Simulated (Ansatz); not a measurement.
# SnS: the cost of one run

Computed with Ansatz 0.2.0 (DFT PBEsol, scalar-relativistic, plane waves, PAW, unless a step's input says otherwise).

### Step 1. The starting structure

It takes space group Pnma (No. 62, orthorhombic). Conventional cell: a = 11.200 Å, b = 3.987 Å, c = 4.334 Å, α = 90.00°, β = 90.00°, γ = 90.00°. Sn (site symmetry m) has 3 S at 2.63 to 2.67 Å as nearest neighbours. S (site symmetry m) has 3 Sn at 2.63 to 2.67 Å as nearest neighbours.

Coordinates:

```
CELL_PARAMETERS angstrom
11.20000 0.00000 0.00000
0.00000 3.98700 0.00000
0.00000 0.00000 4.33400
ATOMIC_POSITIONS crystal
Sn 0.11940 0.25000 0.11980
Sn 0.38060 0.75000 0.61980
Sn 0.61940 0.25000 0.38020
Sn 0.88060 0.75000 0.88020
S 0.85080 0.25000 0.47930
S 0.64920 0.75000 0.97930
S 0.35080 0.25000 0.02070
S 0.14920 0.75000 0.52070
```

The structure rests on an entry of the Crystallography Open Database; cell or positions may have been set otherwise for this series.

### Step 2. Relaxing cell and atoms: SnS, no spin

input.yaml

```yaml
crystal:
  lattice:
    - [11.2, 0.0, 0.0]
    - [0.0, 3.987, 0.0]
    - [0.0, 0.0, 4.334]
  atoms:
    - { symbol: Sn, position: [0.1194, 0.25, 0.1198] }
    - { symbol: Sn, position: [0.3806, 0.75, 0.6198] }
    - { symbol: Sn, position: [0.6194, 0.25, 0.3802] }
    - { symbol: Sn, position: [0.8806, 0.75, 0.8802] }
    - { symbol: S, position: [0.8508, 0.25, 0.4793] }
    - { symbol: S, position: [0.6492, 0.75, 0.9793] }
    - { symbol: S, position: [0.3508, 0.25, 0.0207] }
    - { symbol: S, position: [0.1492, 0.75, 0.5207] }
scf:
  occupations: { method: fixed }
output:
  forces: true
  stress: true
  eigenvalues: true
  write_density: true
  write_potential: true
  elf: true
  volumetric_format: npy
kpoints:
  mp_grid: { grid: [4, 8, 8] }
hamiltonian:
  xc: pbesol
relax:
  f_tol: 0.001
  max_steps: 90
  cell: { stress_tol: 0.01 }
```

The run is started by

```
$ ansatz run input.yaml --threads 4 --pin off --max-ram 12288MiB --backend cpu --events-out ev --progress --plain --runs-dir out
```

Q: Estimate wall time and peak memory on 4 threads of Intel Xeon Platinum 8259CL at 2.50GHz (Skylake/Cascade Lake), shared host.

About 2.6 min, with a peak of 0.97 GiB.
